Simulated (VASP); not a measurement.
# ZnSe (Stilleite) (F-43m) in VASP: further runs

One crystal, ZnSe (Stilleite), is run at these levels: PBE; tasks: G0W0 quasiparticle levels.

Program: VASP 6.6.1. These are calculated values, not measurements. Logs are shortened: lines on timing, memory, paths and dates and some standing lists are left out, and cuts for length are marked.

### Step 1. The crystal as given

Symmetry: F-43m, No. 216, cubic system. The conventional cell has a = 5.668 Å, b = 5.668 Å, c = 5.668 Å, α = 90.00°, β = 90.00°, γ = 90.00°. Se (site symmetry -43m) is surrounded by 4 Zn at 2.45 Å. Around Zn (site symmetry -43m) lie 4 Se at 2.45 Å.

### Step 2. G0W0 quasiparticle levels, PBE

POSCAR

```
ZnSe
1.0
    0.0000000000      2.8338000000      2.8338000000
    2.8338000000      0.0000000000      2.8338000000
    2.8338000000      2.8338000000      0.0000000000
Se Zn
1 1
Direct
    0.7500000000      0.7500000000      0.7500000000
    0.0000000000      0.0000000000      0.0000000000
```

INCAR.step1

```
ALGO = Normal
EDIFF = 1E-8
ENCUT = 450
GGA = PE
ISMEAR = 0
LASPH = True
LCHARG = False
LREAL = False
LWAVE = True
NELM = 100
PREC = Accurate
SIGMA = 0.01
```

INCAR.step2

```
ALGO = Exact
EDIFF = 1E-8
ENCUT = 450
GGA = PE
ISMEAR = 0
ISTART = 1
LASPH = True
LCHARG = False
LOPTICS = True
LREAL = False
LWAVE = True
NBANDS = 282
NELM = 1
PREC = Accurate
SIGMA = 0.01
```

INCAR.step3

```
ALGO = EVGW0
EDIFF = 1E-8
ENCUT = 450
ENCUTGW = 75
GGA = PE
ISMEAR = 0
ISTART = 1
LASPH = True
LCHARG = False
LREAL = False
LWAVE = False
NBANDS = 282
NBANDSGW = 17
NELMGW = 1
NOMEGA = 48
PREC = Accurate
PRECFOCK = Fast
SIGMA = 0.01
```

KPOINTS

```
k-points
0
Gamma
  3 3 3
```

Potentials or basis: VASP PAW PBE potentials, release 64 (Se_GW, Zn_GW).

Command:

```console
> cat potpaw_PBE.64/Se_GW/POTCAR potpaw_PBE.64/Zn_GW/POTCAR > POTCAR
> cp INCAR.step1 INCAR
> mpirun -np 1 vasp_std > vasp.out
> cp INCAR.step2 INCAR
> mpirun -np 1 vasp_std > vasp.out
> cp INCAR.step3 INCAR
> mpirun -np 1 vasp_std > vasp.out
```

OUTCAR:

```text
EDIFF = 1E-8
   ENCUT = 450
   ENCUTGW = 75
   GGA = PE
   ISMEAR = 0
   ISTART = 1
   LASPH = True
   LREAL = False
   NELMGW = 1
   PREC = Accurate
   PRECFOCK = Fast

 Found      4 irreducible k-points:

 Following reciprocal coordinates:
            Coordinates               Weight
  0.000000  0.000000  0.000000      1.000000
  0.333333  0.000000  0.000000      8.000000
  0.333333  0.333333  0.000000      6.000000
 -0.333333  0.333333  0.000000     12.000000
   k-points           NKPTS =      4   k-points in BZ     NKDIM =     27   number of bands    NBANDS=    282
   number of dos      NEDOS =    301   number of ions     NIONS =      2
   total plane-waves  NPLWV =  21952
   dimension x,y,z NGX =    28 NGY =   28 NGZ =   28
   dimension x,y,z NGXF=    56 NGYF=   56 NGZF=   56
   ions per type =               1   1
   NGX,Y,Z   is equivalent  to a cutoff of  11.62, 11.62, 11.62 a.u.
   NGXF,Y,Z  is equivalent  to a cutoff of  23.23, 23.23, 23.23 a.u.
 SYSTEM =  unknown system
   PREC   = accura    normal or accurate (medium, high low for compatibility)
   ISTART =      1    job   : 0-new  1-cont  2-samecut
   ICHARG =      0    charge: 1-file 2-atom 10-const
   ISPIN  =      1    spin polarized calculation?
   LNONCOLLINEAR =      F non collinear calculations
   LSORBIT =      F    spin-orbit coupling
   LASPH  =      T    aspherical Exc in radial PAW
   ENCUT  =  450.0 eV  33.07 Ry    5.75 a.u.   6.93  6.93  6.93*2*pi/ulx,y,z
   NELM   =     60;   NELMIN=  2; NELMDL=  0     # of ELM steps
   EDIFF  = 0.1E-07   stopping-criterion for ELM
   LREAL  =      F    real-space projection
   EDIFFG = 0.1E-06   stopping-criterion for IOM
   NSW    =      0    number of steps for IOM
   IBRION =     -1    ionic relax: 0-MD 1-quasi-New 2-CG
   NFREE  =      0    steps in history (QN), initial steepest desc. (CG)
   ISIF   =      0    stress and relaxation
   ISYM   =      3    0-nonsym 1-usesym 2-fastsym
   POTIM  = 0.5000    time-step for ionic-motion
   TEBEG  =    0.0;   TEEND  =   0.0 temperature during run
   PSTRESS=    0.0 pullay stress
   NELECT =      18.0000    total number of electrons
   NUPDOWN=      -1.0000    fix difference up-down
   EMIN   =  10.00;   EMAX   =-10.00  energy-range for DOS
   EFERMI =   0.00;   METHOD = LEGACY
   ISMEAR =     0;   SIGMA  =   0.01  broadening in eV -4-tet -1-fermi 0-gaus
   EFERMI_NEDOS =   21; number of points for ismear=-14 and -15
   IALGO  =     38    algorithm
   IMIX   =      4    mixing-type and parameters
     AMIX     =   0.40;   BMIX     =  1.00
     AMIX_MAG =   1.60;   BMIX_MAG =  1.00
  volume/ion in A,a.u.               =      22.76       153.57
  Fermi-wavevector in a.u.,A,eV,Ry     =   1.201673  2.270834 19.647073  1.444019
  Thomas-Fermi vector in A             =   2.337476
   LORBIT       =      0    0 simple, 1 ext, 2 COOP (PROOUT), +10 PAW based schemes
   GGA     = PE    functional components
   LHFCALC =     T    Hartree Fock is set to
   PRECFOCK=fast      Normal, Fast or Accurate (Low or Medium for compatibility)
   ENCUT4O =  -1.0   cutoff for four orbital integrals eV
   NKREDX  =     1    reduce k-point grid by
   NKREDY  =     1    reduce k-point grid by
   NKREDZ  =     1    reduce k-point grid by
   AEXX    =    1.0000 exact exchange contribution
   HFSCREEN=    0.0000 screening length (either q_TF or 0.3 A-1)
   HFSCREENC=   0.0000 screening length for correlation (either q_TF or 0.3 A-1)
   ENCUTFOCK=  -1.0 apply spherical cutoff to Coloumb kernel
   IVDW    =     0    specifies the selected vdW correction
   LEPSILON=     F    determine dielectric tensor
   LRPA    =     F    only Hartree local field effects (RPA)
   LRPAFORCE           =     F    calculate RPA forces
   ENCUTGW             =  75.0    cutoff for response function in eV
   ENCUTGWSOFT         =  60.0    soft cutoff for Coulomb kernel in GW response function in eV
   ENCUTLF             =  -1.0    cutoff for local field effects
   NELMGW              =     1    number of iterations in solving QP/BSE equation
   NELMHF              =     1    number of iterations in the inner HF iteration
   NKREDLFX            =     1    NKREDLFY  =   1   NKREDLFZ  =   1
 non-spin polarized calculation
 Gauss-broadening in eV      SIGMA  =   0.01
  energy-cutoff  :      450.00
  volume of cell :       45.51
 maximum number of plane-waves:      1002
  NGX = 16; NGY = 16; NGZ = 16
   NGX = 13   NGY = 13   NGZ = 13
 maximum number of plane-waves:        72
 NGX is ok and might be reduce to    14

 QP shifts <psi_nk| G(iteration)W_0 |psi_nk>: iteration 1
 for sc-GW calculations column KS-energies equals QP-energies in previous step
 and V_xc(KS)=  KS-energies - (<T + V_ion + V_H > + <T+V_H+V_ion>^1  + <V_x>^1)

 k-point   1 :       0.0000    0.0000    0.0000
  band No.  KS-energies  QP-energies   sigma(KS)   V_xc(KS)     V^pw_x(r,r')   Z            occupation Imag(sigma)

      1     -10.5025     -10.8654     -12.8468     -12.3078     -19.8306       0.6732       2.0000       1.1606
      2      -3.8950      -5.9388     -22.7336     -19.7053     -30.8897       0.6749       2.0000       0.2200
      3      -3.8950      -5.9388     -22.7336     -19.7053     -30.8897       0.6749       2.0000       0.2200
      4      -3.8950      -5.9388     -22.7336     -19.7053     -30.8897       0.6749       2.0000       0.2200
      5      -3.5352      -5.7078     -23.6955     -20.4968     -32.0216       0.6792       2.0000       0.1958
      6      -3.5352      -5.7078     -23.6955     -20.4968     -32.0216       0.6792       2.0000       0.1958
[... 9 lines left out ...]
     16      14.1442      14.3004     -10.1102     -10.3197      -4.9907       0.7457       0.0000      -0.2387
     17      15.7309      15.4863      -7.8889      -7.5616      -2.2362       0.7469       0.0000      -0.4881

 k-point   2 :       0.3333    0.0000    0.0000
  band No.  KS-energies  QP-energies   sigma(KS)   V_xc(KS)     V^pw_x(r,r')   Z            occupation Imag(sigma)

      1      -9.9290     -10.2490     -13.2101     -12.7264     -20.0665       0.6617       2.0000       1.0621
      2      -3.8250      -5.8914     -22.8897     -19.8401     -31.0693       0.6776       2.0000       0.2176
      3      -3.8250      -5.8914     -22.8897     -19.8401     -31.0693       0.6776       2.0000       0.2176
      4      -3.7224      -5.6855     -21.8429     -18.9596     -29.5970       0.6808       2.0000       0.2268
      5      -3.5286      -5.7117     -23.7144     -20.5138     -32.0526       0.6821       2.0000       0.1976
      6      -3.5286      -5.7117     -23.7144     -20.5138     -32.0526       0.6821       2.0000       0.1976
[... 9 lines left out ...]
     16      13.7323      13.7996      -9.5146      -9.6043      -4.3199       0.7510       0.0000      -0.2588
     17      18.1579      18.2830      -9.2136      -9.3821      -2.9821       0.7429       0.0000      -0.6535

 k-point   3 :       0.3333    0.3333    0.0000
  band No.  KS-energies  QP-energies   sigma(KS)   V_xc(KS)     V^pw_x(r,r')   Z            occupation Imag(sigma)

      1      -9.7351     -10.0461     -13.3455     -12.8763     -20.1594       0.6628       2.0000       1.0232
      2      -3.8848      -5.7843     -21.3256     -18.5260     -28.9470       0.6785       2.0000       0.2288
      3      -3.7209      -5.8234     -23.1768     -20.0822     -31.4143       0.6794       2.0000       0.2157
      4      -3.7209      -5.8234     -23.1768     -20.0822     -31.4143       0.6794       2.0000       0.2157
      5      -3.5311      -5.6726     -23.3888     -20.2425     -31.6336       0.6806       2.0000       0.2036
      6      -3.4995      -5.6955     -23.7830     -20.5767     -32.1335       0.6849       2.0000       0.1959
[... 9 lines left out ...]
     16      17.9374      18.0247      -8.8957      -9.0119      -2.8043       0.7509       0.0000      -0.6098
     17      19.3955      19.4152      -9.5010      -9.5269      -3.5001       0.7590       0.0000      -0.7706

 k-point   4 :      -0.3333    0.3333    0.0000
  band No.  KS-energies  QP-energies   sigma(KS)   V_xc(KS)     V^pw_x(r,r')   Z            occupation Imag(sigma)

      1      -9.4978      -9.8033     -13.5805     -13.1236     -20.3582       0.6686       2.0000       0.9793
      2      -3.7977      -5.8363     -22.5468     -19.5462     -30.5782       0.6794       2.0000       0.2182
      3      -3.7177      -5.8196     -23.1783     -20.0899     -31.4135       0.6806       2.0000       0.2151
      4      -3.5758      -5.7460     -23.5806     -20.3898     -31.9116       0.6801       2.0000       0.2039
      5      -3.5272      -5.7131     -23.7040     -20.5059     -32.0440       0.6835       2.0000       0.1981
      6      -3.2992      -5.4018     -23.3016     -20.2218     -31.4303       0.6827       2.0000       0.2128
[... 9 lines left out ...]
     16      18.2675      18.3095      -8.9067      -8.9631      -2.8492       0.7451       0.0000      -0.6248
     17      18.9634      18.8768      -8.5626      -8.4479      -2.5833       0.7547       0.0000      -0.6539
```

OUTCAR.step2:

```text
EDIFF = 1E-8
   ENCUT = 450
   GGA = PE
   ISMEAR = 0
[... 537 lines left out ...]
  --------------------------------------------------------------------------------------------------------------
     0.00000    27.65811    27.65811    27.65811    -0.00000     0.00000    -0.00000
     2.36453    11.70788    11.70788    11.70788    -0.00000    -0.00000    -0.00000
     4.72905    13.03565    13.03565    13.03565     0.00000     0.00000    -0.00000
     7.09358    -5.85752    -5.85752    -5.85752    -0.00000    -0.00000     0.00000
     9.45810    -1.70536    -1.70536    -1.70536    -0.00000     0.00000    -0.00000
    11.82263    -2.66548    -2.66548    -2.66548    -0.00000    -0.00000     0.00000
[... 92 lines left out ...]
   231.72356     0.99007     0.99007     0.99007     0.00000    -0.00000     0.00000
   234.08809     0.99029     0.99029     0.99029     0.00000    -0.00000     0.00000
```

It took 39 s on 1 thread of Intel Xeon 6975P-C (Granite Rapids), shared host; peak memory 0.29 GiB.

The run converged, but some of its settings lie outside the range that counts as converged, so its numbers aren't taken as properties of the crystal.

Results:

| Quantity | Value |
| --- | --- |
| Band gap on the k mesh, mean-field level | 1.24 eV, direct |
| Quasiparticle gap | 2.30 eV |
| Least direct quasiparticle gap | 2.30 eV |

Caveat: the k mesh is coarse (spacing up to 0.64 Å⁻¹), so the values aren't converged; bands, screening cutoff and mesh are small and nothing is extrapolated, so the quasiparticle values aren't converged.

### Step 3. G0W0 quasiparticle levels, PBE

POSCAR is that of step 2.

INCAR.step1 is that of step 2.

Edit INCAR.step2 of step 2 so:

```diff
@@ -11,3 +11,3 @@
 LWAVE = True
-NBANDS = 282
+NBANDS = 191
 NELM = 1
```

Edit INCAR.step3 of step 2 so:

```diff
@@ -3,3 +3,3 @@
 ENCUT = 450
-ENCUTGW = 75
+ENCUTGW = 200
 GGA = PE
@@ -11,3 +11,3 @@
 LWAVE = False
-NBANDS = 282
+NBANDS = 191
 NBANDSGW = 17
```

KPOINTS is that of step 2.

Potentials or basis: VASP PAW PBE potentials, release 64 (Se_GW, Zn_GW).

Command:

```console
> cat potpaw_PBE.64/Se_GW/POTCAR potpaw_PBE.64/Zn_GW/POTCAR > POTCAR
> cp INCAR.step1 INCAR
> mpirun -np 1 vasp_std > vasp.out
> cp INCAR.step2 INCAR
> mpirun -np 1 vasp_std > vasp.out
> cp INCAR.step3 INCAR
> mpirun -np 1 vasp_std > vasp.out
```

OUTCAR:

```text
EDIFF = 1E-8
   ENCUT = 450
   ENCUTGW = 200
   GGA = PE
   ISMEAR = 0
   ISTART = 1
   LASPH = True
   LREAL = False
   NELMGW = 1
   PREC = Accurate
   PRECFOCK = Fast

 Found      4 irreducible k-points:

 Following reciprocal coordinates:
            Coordinates               Weight
  0.000000  0.000000  0.000000      1.000000
  0.333333  0.000000  0.000000      8.000000
  0.333333  0.333333  0.000000      6.000000
 -0.333333  0.333333  0.000000     12.000000
   k-points           NKPTS =      4   k-points in BZ     NKDIM =     27   number of bands    NBANDS=    191
   number of dos      NEDOS =    301   number of ions     NIONS =      2
   total plane-waves  NPLWV =  21952
   dimension x,y,z NGX =    28 NGY =   28 NGZ =   28
   dimension x,y,z NGXF=    56 NGYF=   56 NGZF=   56
   ions per type =               1   1
   NGX,Y,Z   is equivalent  to a cutoff of  11.62, 11.62, 11.62 a.u.
   NGXF,Y,Z  is equivalent  to a cutoff of  23.23, 23.23, 23.23 a.u.
 SYSTEM =  unknown system
   PREC   = accura    normal or accurate (medium, high low for compatibility)
   ISTART =      1    job   : 0-new  1-cont  2-samecut
   ICHARG =      0    charge: 1-file 2-atom 10-const
   ISPIN  =      1    spin polarized calculation?
   LNONCOLLINEAR =      F non collinear calculations
   LSORBIT =      F    spin-orbit coupling
   LASPH  =      T    aspherical Exc in radial PAW
   ENCUT  =  450.0 eV  33.07 Ry    5.75 a.u.   6.93  6.93  6.93*2*pi/ulx,y,z
   NELM   =     60;   NELMIN=  2; NELMDL=  0     # of ELM steps
   EDIFF  = 0.1E-07   stopping-criterion for ELM
   LREAL  =      F    real-space projection
   EDIFFG = 0.1E-06   stopping-criterion for IOM
   NSW    =      0    number of steps for IOM
   IBRION =     -1    ionic relax: 0-MD 1-quasi-New 2-CG
   NFREE  =      0    steps in history (QN), initial steepest desc. (CG)
   ISIF   =      0    stress and relaxation
   ISYM   =      3    0-nonsym 1-usesym 2-fastsym
   POTIM  = 0.5000    time-step for ionic-motion
   TEBEG  =    0.0;   TEEND  =   0.0 temperature during run
   PSTRESS=    0.0 pullay stress
   NELECT =      18.0000    total number of electrons
   NUPDOWN=      -1.0000    fix difference up-down
   EMIN   =  10.00;   EMAX   =-10.00  energy-range for DOS
   EFERMI =   0.00;   METHOD = LEGACY
   ISMEAR =     0;   SIGMA  =   0.01  broadening in eV -4-tet -1-fermi 0-gaus
   EFERMI_NEDOS =   21; number of points for ismear=-14 and -15
   IALGO  =     38    algorithm
   IMIX   =      4    mixing-type and parameters
     AMIX     =   0.40;   BMIX     =  1.00
     AMIX_MAG =   1.60;   BMIX_MAG =  1.00
  volume/ion in A,a.u.               =      22.76       153.57
  Fermi-wavevector in a.u.,A,eV,Ry     =   1.201673  2.270834 19.647073  1.444019
  Thomas-Fermi vector in A             =   2.337476
   LORBIT       =      0    0 simple, 1 ext, 2 COOP (PROOUT), +10 PAW based schemes
   GGA     = PE    functional components
   LHFCALC =     T    Hartree Fock is set to
   PRECFOCK=fast      Normal, Fast or Accurate (Low or Medium for compatibility)
   ENCUT4O =  -1.0   cutoff for four orbital integrals eV
   NKREDX  =     1    reduce k-point grid by
   NKREDY  =     1    reduce k-point grid by
   NKREDZ  =     1    reduce k-point grid by
   AEXX    =    1.0000 exact exchange contribution
   HFSCREEN=    0.0000 screening length (either q_TF or 0.3 A-1)
   HFSCREENC=   0.0000 screening length for correlation (either q_TF or 0.3 A-1)
   ENCUTFOCK=  -1.0 apply spherical cutoff to Coloumb kernel
   IVDW    =     0    specifies the selected vdW correction
   LEPSILON=     F    determine dielectric tensor
   LRPA    =     F    only Hartree local field effects (RPA)
   LRPAFORCE           =     F    calculate RPA forces
   ENCUTGW             = 200.0    cutoff for response function in eV
   ENCUTGWSOFT         = 160.0    soft cutoff for Coulomb kernel in GW response function in eV
   ENCUTLF             =  -1.0    cutoff for local field effects
   NELMGW              =     1    number of iterations in solving QP/BSE equation
   NELMHF              =     1    number of iterations in the inner HF iteration
   NKREDLFX            =     1    NKREDLFY  =   1   NKREDLFZ  =   1
 non-spin polarized calculation
 Gauss-broadening in eV      SIGMA  =   0.01
  energy-cutoff  :      450.00
  volume of cell :       45.51
 maximum number of plane-waves:      1002
  NGX = 16; NGY = 16; NGZ = 16
   NGX = 13   NGY = 13   NGZ = 13
 maximum number of plane-waves:       302

 QP shifts <psi_nk| G(iteration)W_0 |psi_nk>: iteration 1
 for sc-GW calculations column KS-energies equals QP-energies in previous step
 and V_xc(KS)=  KS-energies - (<T + V_ion + V_H > + <T+V_H+V_ion>^1  + <V_x>^1)

 k-point   1 :       0.0000    0.0000    0.0000
  band No.  KS-energies  QP-energies   sigma(KS)   V_xc(KS)     V^pw_x(r,r')   Z            occupation Imag(sigma)

      1     -10.5025     -11.1422     -13.2733     -12.3078     -19.8306       0.6625       2.0000       1.0498
      2      -3.8950      -5.3407     -21.8774     -19.7053     -30.8897       0.6656       2.0000       0.2168
      3      -3.8950      -5.3407     -21.8774     -19.7053     -30.8897       0.6656       2.0000       0.2168
      4      -3.8950      -5.3407     -21.8774     -19.7053     -30.8897       0.6656       2.0000       0.2168
      5      -3.5352      -5.0392     -22.7423     -20.4968     -32.0216       0.6698       2.0000       0.1977
      6      -3.5352      -5.0392     -22.7423     -20.4968     -32.0216       0.6698       2.0000       0.1977
[... 9 lines left out ...]
     16      14.1442      14.2801     -10.1357     -10.3197      -4.9907       0.7389       0.0000      -0.2396
     17      15.7309      15.5054      -7.8624      -7.5616      -2.2362       0.7496       0.0000      -0.4876
[... 46 lines left out ...]
      1      -9.4978     -10.1097     -14.0392     -13.1236     -20.3582       0.6683       2.0000       0.8788
      2      -3.7977      -5.2453     -21.7041     -19.5462     -30.5782       0.6709       2.0000       0.2135
      3      -3.7177      -5.1867     -22.2769     -20.0899     -31.4135       0.6717       2.0000       0.2141
      4      -3.5758      -5.0766     -22.6268     -20.3898     -31.9116       0.6709       2.0000       0.2061
      5      -3.5272      -5.0374     -22.7457     -20.5059     -32.0440       0.6743       2.0000       0.1994
      6      -3.2992      -4.7592     -22.3851     -20.2218     -31.4303       0.6749       2.0000       0.2144
[... 9 lines left out ...]
     16      18.2675      18.2496      -8.9872      -8.9631      -2.8492       0.7447       0.0000      -0.6297
     17      18.9634      18.8639      -8.5799      -8.4479      -2.5833       0.7538       0.0000      -0.6557
```

Run time: 47 s. Hardware: 1 thread of Intel Xeon 6975P-C (Granite Rapids), shared host; peak memory 0.36 GiB.

These settings aren't checked as converged: the numbers below hold their error.

What came out:

* Band gap on the k mesh, mean-field level: 1.24 eV, direct
* Quasiparticle gap: 2.33 eV
* Least direct quasiparticle gap: 2.33 eV

Caveat: the k mesh is coarse (spacing up to 0.64 Å⁻¹), so the values aren't converged; bands, screening cutoff and mesh are small and nothing is extrapolated, so the quasiparticle values aren't converged.

### Step 4. The reference run

An earlier run on the cell as given: functional PBE; potentials or basis VASP PAW PBE potentials, release 64 (Se, Zn); cutoff 520 eV; k mesh 8 × 8 × 8; occupations fermi-dirac, width 0.05 eV; no spin polarisation.

* Pressure: 2.3 GPa
* Band gap on the k mesh: 1.29 eV, direct
